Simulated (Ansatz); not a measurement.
# Pb: the cost of one run

Program: Ansatz 0.2.0. Level of theory: DFT PBEsol, scalar-relativistic, plane waves, PAW. These are calculated values, not measurements.

2 further runs of the same task are left out: 1 for a broken database entry, 1 set aside as unsound or not needed.

## (1) The starting structure

The structure is orthorhombic, space group Fmmm (No. 69). The conventional cell has a = 2.456 Å, b = 4.254 Å, c = 6.696 Å, α = 90.00°, β = 90.00°, γ = 90.00°. C (site symmetry m2m) has 3 C at 1.42 Å as nearest neighbours.

As a file:

```
CELL_PARAMETERS angstrom
0.00000 2.12700 3.34800
1.22800 0.00000 3.34800
1.22800 2.12700 0.00000
ATOMIC_POSITIONS crystal
C 0.16667 0.83333 0.16667
C 0.83333 0.16667 0.83333
```

The structure comes from the Crystallography Open Database.

## (2) Substitution of an element, cell strained: C → Pb, first probe

Against the listed cell: Pb takes all sites of C, and lengths are scaled by 1.553 as a first guess of the size; strain xx, yy, zz, yz, xz, xy = -3.3, -3.3, -3.3, +0.0, +0.0, +0.0 %.

input.yaml reads:

```yaml
crystal:
  lattice:
    - [0.0, 3.1943252416, 5.0280211137]
    - [1.8442084611, 0.0, 5.0280211137]
    - [1.8442084611, 3.1943252416, 0.0]
  atoms:
    - { symbol: Pb, position: [0.16667, 0.83333, 0.16667] }
    - { symbol: Pb, position: [0.83333, 0.16667, 0.83333] }
basis:
  ecutwfc: 420
kpoints:
  mp_grid: { grid: [6, 6, 6] }
hamiltonian:
  xc: pbesol
scf:
  occupations: { method: gaussian, width: 0.1 }
output:
  forces: true
  stress: true
  eigenvalues: true
```

Q: Estimate wall time and peak memory on 1 thread of an Arm CPU, shared host.

About 3.8 s, with a peak of 0.33 GiB.
